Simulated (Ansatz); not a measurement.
# Pb started in the widest void in rocksalt PbS, 65 atoms, charge 0

These are results of DFT, PBEsol, PAW, plane waves (Ansatz), not measurements.

Command:

```sh
ansatz run in.yaml --threads 8 --pin off --max-ram 118750MiB --runs-dir r --events-out ev --progress --plain --backend cuda --devices 0, --max-vram 170GiB
```

The input less its lattice and atoms:

```yaml
crystal:
  symmetry: { detect: false }
kpoints:
  mp_grid: { grid: [1, 1, 1], shift: [0.25, 0.25, 0.25] }
hamiltonian:
  xc: pbesol
scf:
  occupations: { method: fermi_dirac, width: 0.01 }
relax:
  f_tol: 0.03
  max_steps: 80
  escape_saddle: false
  adjacent_minimum: "off"
output:
  forces: true
  eigenvalues: true
  populations: true
```

Start:

```
S Pb
1.0
    11.80000    0.00000    0.00000
     0.00000   11.80000    0.00000
     0.00000    0.00000   11.80000
S Pb
32 33
Direct
  0.24987 0.99819 0.00082
  0.24888 0.99979 0.49795
  0.24919 0.50023 0.99860
  0.25088 0.50004 0.50128
  0.74813 0.99790 0.99943
  0.74811 0.00053 0.50266
  0.75064 0.50039 0.00101
  0.74971 0.50236 0.50154
  0.99900 0.24983 0.00191
  0.00157 0.25095 0.50305
  0.99943 0.74839 0.99723
  0.00171 0.74818 0.49946
  0.50183 0.24824 0.99999
  0.50035 0.25038 0.49905
  0.49859 0.75214 0.00033
  0.50014 0.74822 0.50101
  0.00120 0.99956 0.25118
  0.99995 0.99843 0.74912
  0.99973 0.50118 0.24901
  0.99658 0.50265 0.75170
  0.50307 0.00122 0.24915
  0.50078 0.00227 0.74641
  0.50187 0.50242 0.25061
  0.49839 0.50061 0.75073
  0.25009 0.24879 0.24948
  0.25108 0.24793 0.75130
  0.24836 0.75077 0.24921
  0.25184 0.74971 0.75055
  0.75154 0.25168 0.25171
  0.74777 0.24845 0.74826
  0.75163 0.74813 0.25224
  0.75256 0.75077 0.74933
  0.99704 0.99984 0.99850
  0.99925 0.99762 0.50116
  0.99961 0.50177 0.00175
  0.99728 0.49855 0.50054
  0.49740 0.00014 0.99976
  0.50078 0.00272 0.50300
  0.50250 0.49923 0.99797
  0.50032 0.50132 0.50075
  0.24757 0.25190 0.99765
  0.25110 0.24664 0.50197
  0.25228 0.75035 0.00234
  0.25044 0.74824 0.50163
  0.74969 0.25068 0.99787
  0.74941 0.24959 0.49882
  0.74931 0.75154 0.99729
  0.75222 0.74956 0.50029
  0.24683 0.00135 0.25025
  0.24932 0.00103 0.75030
  0.25107 0.50062 0.24984
  0.25400 0.50058 0.74969
  0.74982 0.99898 0.25206
  0.75014 0.00043 0.74978
  0.75115 0.49993 0.25197
  0.74707 0.50035 0.75045
  0.00628 0.25118 0.24871
  0.99886 0.24753 0.74998
  0.00177 0.74918 0.24973
  0.00102 0.74950 0.74902
  0.49817 0.24852 0.24810
  0.50189 0.24264 0.75187
  0.50101 0.75126 0.24901
  0.49858 0.74969 0.75497
  0.37417 0.37472 0.37862
```

Steps:

```json
{"step": "start", "energy less the first (eV)": "0.000", "largest force component (eV/Å)": "3.458"}
{"step": "1", "energy less the first (eV)": "-3.653", "largest force component (eV/Å)": "1.550"}
{"step": "2", "energy less the first (eV)": "-5.027", "largest force component (eV/Å)": "0.886"}
{"step": "3", "energy less the first (eV)": "-5.634", "largest force component (eV/Å)": "0.184"}
{"step": "4", "energy less the first (eV)": "-5.805", "largest force component (eV/Å)": "0.196"}
{"step": "5", "energy less the first (eV)": "-5.931", "largest force component (eV/Å)": "0.196"}
{"step": "6", "energy less the first (eV)": "-6.037", "largest force component (eV/Å)": "0.285"}
{"step": "7", "energy less the first (eV)": "-6.186", "largest force component (eV/Å)": "0.075"}
{"step": "8", "energy less the first (eV)": "-6.214", "largest force component (eV/Å)": "0.034"}
{"step": "9", "energy less the first (eV)": "-6.215", "largest force component (eV/Å)": "0.010"}
```

A structure on the way, about -5.03 eV from the start:

```
S Pb
1.0
    11.80000    0.00000    0.00000
     0.00000   11.80000    0.00000
     0.00000    0.00000   11.80000
S Pb
32 33
Direct
  0.24840 0.00070 0.00139
  0.24592 0.00398 0.50108
  0.24582 0.50247 0.00246
  0.25269 0.51690 0.51492
  0.74736 0.99995 0.00127
  0.74639 0.00340 0.50256
  0.74723 0.50094 0.00297
  0.75503 0.50436 0.50374
  0.00045 0.24669 0.00246
  0.00147 0.24586 0.50403
  0.99956 0.74597 0.99953
  0.00297 0.74508 0.50032
  0.50253 0.24327 0.00278
  0.50933 0.24692 0.51249
  0.49923 0.74614 0.00253
  0.50259 0.75083 0.50348
  0.00196 0.00163 0.24845
  0.00064 0.00053 0.74710
  0.99984 0.50337 0.24530
  0.99892 0.50217 0.74731
  0.50417 0.00494 0.24406
  0.50089 0.00462 0.74368
  0.50955 0.51686 0.24903
  0.49997 0.50444 0.75444
  0.24392 0.23391 0.23516
  0.24688 0.24303 0.74930
  0.24495 0.74757 0.24421
  0.25164 0.74473 0.74553
  0.75098 0.24588 0.24688
  0.74600 0.24781 0.74533
  0.74739 0.74475 0.25094
  0.75158 0.74878 0.74951
  0.99721 0.99781 0.99797
  0.99560 0.99420 0.49924
  0.99547 0.49937 0.99666
  0.00440 0.49751 0.49970
  0.49753 0.99492 0.99519
  0.49955 0.00449 0.49951
  0.50002 0.49736 0.00383
  0.51931 0.51853 0.51914
  0.24774 0.25053 0.99933
  0.23574 0.23433 0.51479
  0.25048 0.75282 0.99673
  0.25208 0.75374 0.49849
  0.75212 0.24994 0.99524
  0.75010 0.25059 0.49714
  0.74937 0.75079 0.99858
  0.75404 0.75273 0.50005
  0.24775 0.00058 0.24947
  0.24902 0.99575 0.75294
  0.23487 0.51351 0.23596
  0.25244 0.49803 0.75345
  0.75232 0.99526 0.25090
  0.75009 0.99920 0.75023
  0.75029 0.49764 0.25238
  0.75060 0.49952 0.75313
  0.00818 0.24977 0.24822
  0.99575 0.24819 0.75226
  0.99692 0.75232 0.24962
  0.00092 0.74908 0.74975
  0.51163 0.23638 0.23581
  0.49947 0.24729 0.75320
  0.49879 0.75421 0.25113
  0.49944 0.75317 0.75545
  0.37635 0.37947 0.38116
```

End:

```
S Pb
1.0
    11.80000    0.00000    0.00000
     0.00000   11.80000    0.00000
     0.00000    0.00000   11.80000
S Pb
32 33
Direct
  0.24804 0.99710 0.99751
  0.24727 0.00614 0.49765
  0.24719 0.49726 0.00650
  0.23416 0.51855 0.51888
  0.74830 0.99863 0.99899
  0.74941 0.98968 0.49889
  0.74934 0.49853 0.99003
  0.76243 0.47753 0.47783
  0.99748 0.24792 0.99761
  0.00638 0.24689 0.49771
  0.99892 0.74809 0.99902
  0.98994 0.74914 0.49891
  0.49753 0.24701 0.00648
  0.51861 0.23391 0.51871
  0.49880 0.74923 0.99014
  0.47781 0.76204 0.47809
  0.99743 0.99717 0.24824
  0.99888 0.99862 0.74842
  0.00636 0.49730 0.24719
  0.98993 0.49853 0.74944
  0.49750 0.00609 0.24740
  0.49878 0.98977 0.74963
  0.51862 0.51837 0.23427
  0.47775 0.47772 0.76246
  0.24439 0.24419 0.24452
  0.24662 0.24654 0.74798
  0.24665 0.74763 0.24689
  0.24852 0.74953 0.74988
  0.74789 0.24647 0.24679
  0.74967 0.24841 0.74986
  0.74970 0.74952 0.24872
  0.75190 0.75174 0.75206
  0.99812 0.99790 0.99825
  0.99815 0.99791 0.49832
  0.99813 0.49795 0.99825
  0.99829 0.49793 0.49828
  0.49821 0.99791 0.99828
  0.49828 0.99801 0.49840
  0.49823 0.49799 0.99840
  0.56893 0.56849 0.56891
  0.24634 0.24608 0.99970
  0.24164 0.24135 0.50109
  0.24818 0.74804 0.99832
  0.24328 0.75303 0.49832
  0.74822 0.24792 0.99828
  0.75317 0.24304 0.49829
  0.75001 0.74978 0.99700
  0.75462 0.75434 0.49578
  0.24633 0.99934 0.24646
  0.24817 0.99795 0.74838
  0.24162 0.50075 0.24172
  0.24326 0.49796 0.75339
  0.74821 0.99792 0.24828
  0.74999 0.99666 0.75013
  0.75319 0.49794 0.24337
  0.75465 0.49548 0.75474
  0.99955 0.24610 0.24648
  0.99813 0.24793 0.74843
  0.99813 0.74807 0.24830
  0.99684 0.74979 0.75015
  0.50095 0.24138 0.24177
  0.49812 0.24313 0.75328
  0.49813 0.75294 0.24348
  0.49554 0.75432 0.75471
  0.42698 0.42692 0.42725
```

The run converged.

Time: 7.5 s of wall time on one NVIDIA GB200 with 8 processor threads, on a host shared with other runs; peak host memory 2 GiB.

Problem. How much energy did the relaxation gain, and which atom moved most?

Solution. 6.21 eV in 9 steps, from a start with small random displacements (neighbours that lie too close to an added atom are first pushed off); atom 40 (Pb) moved 1.39 Å, the median atom 0.08 Å (drift of the whole cell removed).

The one k point has no symmetry partners, which can distort the end along one axis.
